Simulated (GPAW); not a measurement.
Crystal: CaO.

```
Ca O
1.0
     0.00000    2.40356    2.40356
     2.40356    0.00000    2.40356
     2.40356    2.40356    0.00000
Ca O
1 1
Direct
  0.00000 0.00000 0.00000
  0.50000 0.50000 0.50000
```

The cell is a database's computed one.

```yaml
Program: GPAW 26.7.0
Task: relaxation of cell and atoms
Functional: RPBE
Potentials_or_basis: the program's PAW data sets (release 1.2.1) made for this functional
Cutoff: 800 eV
Basis: pw
k_mesh: 10 × 10 × 10
Occupations: fermi-dirac, width 0.05 eV
Spin: no spin polarisation
```

At the start: pressure 5.9 GPa; volume 13.89 Å³/atom.

How do energy, volume and symmetry change on relaxing?

Over 3 steps the energy falls by 14.2 meV/atom and the volume is 14.64 Å³/atom (+5.4 %); space group Fm-3m (No. 225, to 0.05 Å).

The path:
```csv
step,energy change (eV),largest force (eV/Å),pressure (GPa),volume (Å³)
1,0.0000,0.0000,5.90,27.77
2,-0.0102,0.0000,4.62,28.08
3,-0.0285,0.0000,0.25,29.27
```

Final structure:
```yaml
crystal:
  lattice:
    - [0.00000, 2.44617, 2.44617]
    - [2.44617, 0.00000, 2.44617]
    - [2.44617, 2.44617, 0.00000]
  atoms:
    - { symbol: Ca, position: [0.00000, 0.00000, 0.00000] }
    - { symbol: O, position: [0.50000, 0.50000, 0.50000] }
```

Caveat: later steps reuse the first step's grids.
